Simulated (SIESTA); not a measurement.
**InAs under changes of volume**

One of the cells (24.297 Å³/atom); the others are scaled copies at fixed shape and fractional positions:

```
In As
1.0
     0.00000    2.89636    2.89636
     2.89636    0.00000    2.89636
     2.89636    2.89636    0.00000
In As
1 1
Direct
  0.50000 0.50000 0.50000
  0.00000 0.00000 0.00000
```

Measurements of this composition are mostly on another form, of space group No. 216.

```yaml
Program: SIESTA 5.4.2
Functional: PBE
Potentials_or_basis: PseudoDojo 0.4 standard (PBE files)
Basis: DZP (energy shift 0.003 Ry; two zetas on semicore shells)
Grid_cutoff: 500 Ry
Energy_shift: 0.003 Ry
k_mesh: 8 × 8 × 8
Occupations: fermi-dirac, width 0.05 eV
Spin: no spin polarisation
```

```csv
volume (Å³/atom),energy over the lowest point (meV/atom),pressure (GPa)
22.392,23.25,4.7
22.868,11.43,3.2
23.344,4.04,1.8
24.297,0.00,-0.4
24.774,2.86,-1.5
25.250,?,?
```

What does the run at 25.250 Å³/atom give?

Energy over the lowest point 8.80 meV/atom; pressure -2.5 GPa.

Worked out: A Birch-Murnaghan fit of order 3 (a polynomial in V^(-2/3)) to the other rows has its minimum at 24.10 Å³/atom with B0 = V·E''(V) = 55 GPa and B' = 4.5. It gives 8.41 meV/atom at 25.250 Å³/atom, against the run's 8.80, and -dE/dV = -2.3 GPa, against -2.5.

Energies are extrapolated to zero smearing.

Caveats: the basis of atomic orbitals isn't converged, which shifts pressures, moduli and gaps.
